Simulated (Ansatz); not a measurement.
WSe₂: an elastic constant from a strain scan

Level of theory: DFT PBE+D3(BJ), scalar-relativistic, plane waves, PAW in Ansatz 0.2.0. Settings: plane waves to 420 eV, k-mesh 9×9×2 (Γ-centred), Gaussian smearing 0.05 eV. Spin–orbit coupling is left out, which can shift energies with elements as heavy as these. No spin polarisation. Energies are free energies at this smearing, counted from the undisturbed cell; pressure is positive in compression.

Zero of the scan (as given, not relaxed at this level; it stands at -0.2 GPa; this form isn't the usual structure):

```xyz
3
Lattice="3.3179 0.0000 0.0000 -1.6590 2.8734 0.0000 0.0000 0.0000 16.6581" Properties=species:S:1:pos:R:3 pbc="T T T"
W    -1.6590    2.8734    0.0000
Se    0.0000    1.9156    1.6623
Se    0.0000    1.9156   14.9959
```

The cell is strained by ε times the Voigt pattern (0, 1, 0, 0, 0, 0) (xx, yy, zz, yz, xz, xy; engineering shear) with fractional coordinates fixed. The cell holds 3 atoms in V0 = 158.82 Å³. The stress column is τ = (1/V0) dE/dε, got from the stress tensor σ (compression positive) at each point as −det(1 + εP) σ : P(1 + εP)⁻¹, with P the pattern as a tensor.

```
      ε  ΔE (meV/atom)  τ (GPa)
-0.0600         47.649   -5.889
-0.0450         23.227   -3.997
-0.0300          7.722   -2.289
 0.0000          0.000    0.627
 0.0150          6.222    1.861
 0.0450         35.410    3.948
 0.0600              ?        ?
```

Which combination of elastic constants does this scan measure, and how large is it?

For small ε, τ = τ0 + Kε with K = pᵀCp, which for this pattern is C22 in the Cartesian frame shown. The parabola through τ at ε = -0.0300, 0 and 0.0150 has slope K = 87 GPa at zero. The energies per cell, E = NΔE, of the same two points give K = 2[E(ε₊)/ε₊ − E(ε₋)/ε₋]/[(ε₊ − ε₋)V0] = 90 GPa, in agreement. These are clamped-ion values.

Predict the withheld row at ε = 0.0600 from the harmonic law, and compare.

ΔE = V0(τ0 ε + Kε²/2)/N = 64.333 meV/atom and τ = 5.86 GPa. The calculation gives 57.189 meV/atom and 4.82 GPa: the energy lies 11 % below the harmonic value, as bonds soften when stretched.

Forces appear on the atoms along this scan, and letting them relax would lower the energy and soften the response.